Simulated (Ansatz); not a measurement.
Al: start and end of a relaxation

The guess for Al was made by a generator: 5-connected net of one element (C2/c, No. 15). The dimensions are guesses.

start.cif

```cif
data_structure
_symmetry_space_group_name_H-M 'P 1'
_symmetry_Int_Tables_number 1
_cell_length_a 3.4692
_cell_length_b 3.4692
_cell_length_c 6.3044
_cell_angle_alpha 105.290
_cell_angle_beta 105.290
_cell_angle_gamma 73.311
_cell_volume 68.64
loop_
_atom_site_label
_atom_site_type_symbol
_atom_site_fract_x
_atom_site_fract_y
_atom_site_fract_z
_atom_site_occupancy
Al1 Al 0.17761 0.50989 0.85353 1
Al2 Al 0.49011 0.82239 0.64647 1
Al3 Al 0.82239 0.49011 0.14647 1
Al4 Al 0.50989 0.17761 0.35353 1
```

Level of theory: DFT PBE, scalar-relativistic, plane waves, PAW in Ansatz. Cutoff 420 eV, Gaussian smearing, Γ-centred meshes. Cell and atoms relax first on a coarse mesh and then on a finer one. In between, the cell is made exact in the group found at 0.06 Å. In metals the finer mesh still leaves noise of several meV/atom or more. The steps can't lower the symmetry of their start. No spin polarisation.

end.cif

```cif
data_structure
_symmetry_space_group_name_H-M 'P 1'
_symmetry_Int_Tables_number 1
_cell_length_a 2.8330
_cell_length_b 2.8330
_cell_length_c 2.8330
_cell_angle_alpha 104.282
_cell_angle_beta 104.282
_cell_angle_gamma 120.439
_cell_volume 17.02
loop_
_atom_site_label
_atom_site_type_symbol
_atom_site_fract_x
_atom_site_fract_y
_atom_site_fract_z
_atom_site_occupancy
Al1 Al 0.50000 0.50000 0.00000 1
```

The symmetry goes from C2/c (No. 15) to I4/mmm (No. 139), and the primitive cell from 4 to 1 atom. The volume per atom shrinks by 0.8 %, from 17.2 to 17.0 Å³. The shortest distance goes from 2.49 Å (Al–Al) to 2.81 Å (Al–Al). The energy falls by about 0.49 eV/atom (the start's value is from the coarse mesh). The end is written in a standard setting, so origin, axes and order of atoms can differ from the start's.

```
Volume per atom                             : 17.02 Å³
Density                                     : 2.63 g/cm³
Energy over the standard state              : +0.07 eV/atom
Gap on the 24×24×22 mesh of the 1-atom cell : 0 eV (a metal)
```

Energies count from the standard state of Al at the same level. It lies above the standard state, so it could only be metastable.

The last run used Gaussian smearing of 0.10 eV. A later test with randomly moved atoms led to a structure 42 meV/atom lower, so this end is a saddle point or a shallow minimum. In all, the 3 runs took 6.2 min on 1 thread of Arm Neoverse V1, on a shared host.
